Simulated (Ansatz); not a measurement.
MgSi in Ansatz: the effect of functional

Crystal: MgSi.

```
CELL_PARAMETERS angstrom
2.94667 0.00000 0.00000
0.00000 2.94667 0.00000
0.00000 0.00000 4.15743
ATOMIC_POSITIONS crystal
Si 0.50000 0.50000 0.50000
Mg 0.00000 0.00000 0.00000
```

The cell comes from a database or a generator and needn't be the stable form of this composition.

The cell isn't the ideal one: volume scaled by 1.04.

Alike in all runs:

* Program: Ansatz 0.2.0
* Task: single point
* Potentials or basis: Ansatz PAW
* k mesh: 9 × 9 × 7
* Occupations: fermi-dirac, width 0.05 eV
* Spin: no spin polarisation

| functional | cutoff | pressure (GPa) |
| --- | --- | --- |
| LDA | 420 eV (not typed: the program's choice for these potentials) | ? |
| PBEsol | 420 eV (not typed: the program's choice for these potentials) | -3.7 |
| r2SCAN | 500 eV (not typed: the program's choice for these potentials) | -3.4 |

Q: What does the run with functional LDA give?

A: Pressure -5.2 GPa.

Caveats: the PAW data sets come from PBE, with cores solved anew for the run's functional, which leaves a small shift of forces and pressure.
